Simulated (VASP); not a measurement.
# CdF2 (I4/mmm) in VASP: notebook, part 2 of 2

VASP 6.6.1. The steps go on from the part before.

## (5) Single point, LDA (strain +0.1125 x Voigt [1, 0, 0, 0, 0, 0], atoms carried along)

File INCAR:

```
SYSTEM = CdF2
PREC = Accurate ; ENCUT = 520
EDIFF = 1E-6 ; ISMEAR = 0
SIGMA = 0.05 ; LREAL = .FALSE.
LASPH = .TRUE. ; NELM = 100
ALGO = Normal ; ISIF = 2
LWAVE = .FALSE. ; LCHARG = .TRUE.
LELF = .TRUE. ; LVHAR = .TRUE.
NBANDS = 20
```

File KPOINTS:

```
Automatic mesh
0
G
  8 8 8
  0 0 0
```

File POSCAR:

```
CdF2
1.0
    0.0000000000      2.6488277134      2.6488277134
    2.9468208312      0.0000000000      2.6488277134
    2.9468208312      2.6488277134      0.0000000000
Cd F
1 2
Direct
    0.0000000000      0.0000000000      0.0000000000
    0.2500000000      0.2500000000      0.2500000000
    0.7500000000      0.7500000000      0.7500000000
```

Potentials or basis: VASP PAW LDA potentials, release 64 (Cd, F).

Command:

```sh
$ cat potpaw_LDA.64/Cd/POTCAR potpaw_LDA.64/F/POTCAR > POTCAR
$ mpirun -np 1 vasp_std > vasp.out
```

OUTCAR:

```text
SYSTEM = CdF2
   PREC = Accurate
   ENCUT = 520
   EDIFF = 1E-6
   ISMEAR = 0
   LREAL = .FALSE.
   LASPH = .TRUE.
   NELM = 100
   ISIF = 2

 ion  position               nearest neighbor table
   1  0.000  0.000  0.000-   3 2.38   3 2.38   2 2.38   3 2.38   2 2.38   2 2.38   3 2.38   2 2.38

   2  0.250  0.250  0.250-   1 2.38   1 2.38   1 2.38   1 2.38
   3  0.750  0.750  0.750-   1 2.38   1 2.38   1 2.38   1 2.38

  LATTYP: Found a body centered tetragonal cell.
 ALAT       =     3.7460080767
 C/A-ratio  =     1.5733125882

  Lattice vectors:

 A1 = (   2.9468208312,   0.0000000000,   2.6488277134)
 A2 = (   2.9468208312,   0.0000000000,  -2.6488277134)
 A3 = (  -2.9468208312,   2.6488277134,   0.0000000000)

Analysis of symmetry for initial positions (statically):
=====================================================================
 Subroutine PRICEL returns:
 Original cell was already a primitive cell.

 Routine SETGRP: Setting up the symmetry group for a
 body centered tetragonal supercell.

 Subroutine GETGRP returns: Found 16 space group operations
 (whereof 16 operations were pure point group operations)
[... 165 lines left out ...]
  energy without entropy =      -12.51105452  energy(sigma->0) =      -12.51105452

 E-fermi :  -1.6800     XC(G=0): -10.8347

 val. band max:       -1.9124802396   @ k =   0.5000  -0.2500   0.2500
 cond. band min:       0.4320701282   @ k =   0.0000   0.0000   0.0000
 fundamental gap:      2.3445503679
 Fermi energy:        -1.6800249602

 k-point     1 :       0.0000    0.0000    0.0000
  band No.  band energies     occupation
      1     -22.1861      2.00000
      2     -21.1118      2.00000
      3      -7.5928      2.00000
      4      -7.5126      2.00000
      5      -7.5126      2.00000
      6      -6.5660      2.00000
[... 541 lines left out ...]
     19      16.0708      0.00000
     20      17.4333      0.00000

 [... further k-points ...]

------------------------ aborting loop because EDIFF is reached ----------------------------------------

  FORCE on cell =-STRESS in cart. coord.  units (eV):
  Direction    XX          YY          ZZ          XY          YZ          ZX
  --------------------------------------------------------------------------------------
  -------------------------------------------------------------------------------------
  Total       -4.5370915     -1.5431408     -1.5431408      0.0000000      0.0000000      0.0000000
  in kB     -175.7911368    -59.7895091    -59.7895091      0.0000000      0.0000000      0.0000000
  external PRESSURE =     -98.4567183 kB  Pullay stress =       0.0000000 kB

 VOLUME and BASIS-vectors are now :
 -----------------------------------------------------------------------------
  energy-cutoff  :      520.00
  volume of cell :       41.35
      direct lattice vectors                 reciprocal lattice vectors
     0.000000000  2.648827713  2.648827713    -0.169674381  0.188762749  0.188762749
     2.946820831  0.000000000  2.648827713     0.169674381 -0.188762749  0.188762749
     2.946820831  2.648827713  0.000000000     0.169674381  0.188762749 -0.188762749

 POSITION                                       TOTAL-FORCE (eV/Angst)
 -----------------------------------------------------------------------------------
      0.00000      0.00000      0.00000        -0.000000      0.000000      0.000000
      1.47341      1.32441      1.32441        -0.000000     -0.000000     -0.000000
      4.42023      3.97324      3.97324         0.000000     -0.000000      0.000000
 -----------------------------------------------------------------------------------
    total drift:                                0.000000      0.000000      0.000000

  FREE ENERGIE OF THE ION-ELECTRON SYSTEM (eV)
  ---------------------------------------------------
  free  energy   TOTEN  =       -12.5110545237 eV

  energy  without entropy=      -12.5110545237  energy(sigma->0) =      -12.51105452
```

OSZICAR:

```text
N       E                     dE             d eps       ncg     rms          rms(c)
DAV:   1     0.194867227024E+03    0.19487E+03   -0.15334E+04  2424   0.131E+03
DAV:   2    -0.560526545102E+01   -0.20047E+03   -0.19264E+03  2608   0.342E+02
DAV:   3    -0.141728471581E+02   -0.85676E+01   -0.85436E+01  2692   0.766E+01
DAV:   4    -0.142103486359E+02   -0.37501E-01   -0.37499E-01  2592   0.533E+00
DAV:   5    -0.142104855008E+02   -0.13686E-03   -0.13686E-03  2688   0.289E-01    0.914E+00
DAV:   6    -0.125489196947E+02    0.16616E+01   -0.38443E+00  3052   0.387E+01    0.684E+00
DAV:   7    -0.125563830139E+02   -0.74633E-02   -0.80147E-01  2484   0.802E+00    0.387E+00
DAV:   8    -0.125224982728E+02    0.33885E-01   -0.19018E-01  2596   0.368E+00    0.785E-01
DAV:   9    -0.125107758552E+02    0.11722E-01   -0.38832E-02  2960   0.216E+00    0.111E-01
DAV:  10    -0.125110322110E+02   -0.25636E-03   -0.30762E-03  2464   0.610E-01    0.913E-02
DAV:  11    -0.125110804214E+02   -0.48210E-04   -0.27077E-04  2804   0.213E-01    0.562E-02
DAV:  12    -0.125110540809E+02    0.26340E-04   -0.11170E-04  2492   0.945E-02    0.101E-02
DAV:  13    -0.125110545237E+02   -0.44274E-06   -0.74599E-06  2632   0.229E-02
   1 F= -.12511055E+02 E0= -.12511055E+02  d E =-.466569E-13
```

stdout:

```text
POSCAR found type information on POSCAR CdF
 POSCAR found :  2 types and       3 ions
 scaLAPACK will be used
 LDA part: xc-table for (Slater(with rela. corr.)+CA(PZ))
 , standard interpolation
 POSCAR, INCAR and KPOINTS ok, starting setup
 FFT: planning ... GRIDC
 FFT: planning ... GRID_SOFT
 FFT: planning ... GRID
 WAVECAR not read
 entering main loop
```

It took 24 s on 1 thread of Intel Xeon Platinum 8488C (Sapphire Rapids), shared host; peak memory 0.17 GiB.

What came out:

```
Free energy            : -12.5111 eV
Pressure               : -9.8 GPa
Band gap on the k mesh : 2.34 eV, indirect (least direct gap 2.89 eV)
```

## (6) The runs side by side

| cell | gap on the mesh (eV) | pressure (GPa) |
| --- | --- | --- |
| strain +0.0750 x Voigt [1, 0, 0, 0, 0, 0], atoms carried along | 2.59 | -6.9 |
| strain +0.0375 x Voigt [1, 0, 0, 0, 0, 0], atoms carried along | 2.80 | -3.3 |
| strain -0.0375 x Voigt [1, 0, 0, 0, 0, 0], atoms carried along | 3.07 | 6.9 |
| strain +0.1125 x Voigt [1, 0, 0, 0, 0, 0], atoms carried along | 2.34 | -9.8 |

Alike in all rows: task single point; level LDA; potentials or basis VASP PAW LDA potentials, release 64 (Cd, F); no spin polarisation; k mesh 8 × 8 × 8; cutoff (eV) 520; smearing gaussian 0.05 eV.

Absolute energies hang on the potentials; compare differences alone.
